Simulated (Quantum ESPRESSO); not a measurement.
Crystal: FePt (Tetraferroplatinum).

```xyz
2
Lattice="2.7235 0.0000 0.0000 0.0000 2.7235 0.0000 0.0000 0.0000 3.7200" Properties=species:S:1:pos:R:3 pbc="T T T"
Pt    1.3618    1.3618    1.8600
Fe    0.0000    0.0000    0.0000
```

Base run:

```yaml
Program: Quantum ESPRESSO 7.5
Functional: PBE
Potentials_or_basis: PseudoDojo 0.4.1 SR PBE standard
Cutoff: 1225 eV
Density_cutoff: 4898 eV
k_mesh: 10 × 10 × 7
Occupations: fermi-dirac, width 0.05 eV
Spin: collinear spin, ferromagnetic start
Starting_moments: "[0.0, 3.0] μB"
```

Its results: band gap on the k mesh none (metal or under the smearing width); pressure 4.1 GPa; net moment 3.36 μB per cell; site moments Pt +0.40; Fe +3.04 μB.

**Question.** The run is repeated on the same cell with these changes: functional from PBE to PBEsol; potentials or basis from PseudoDojo 0.4.1 SR PBE standard to PseudoDojo 0.4.1 SR PBEsol standard. What comes out?

**Answer.** Band gap on the k mesh none (metal or under the smearing width); pressure -5.5 GPa; net moment 3.34 μB per cell; site moments Pt +0.39; Fe +3.00 μB.

Caveats: spin-orbit coupling is left out, which moves the levels of the heavy elements.
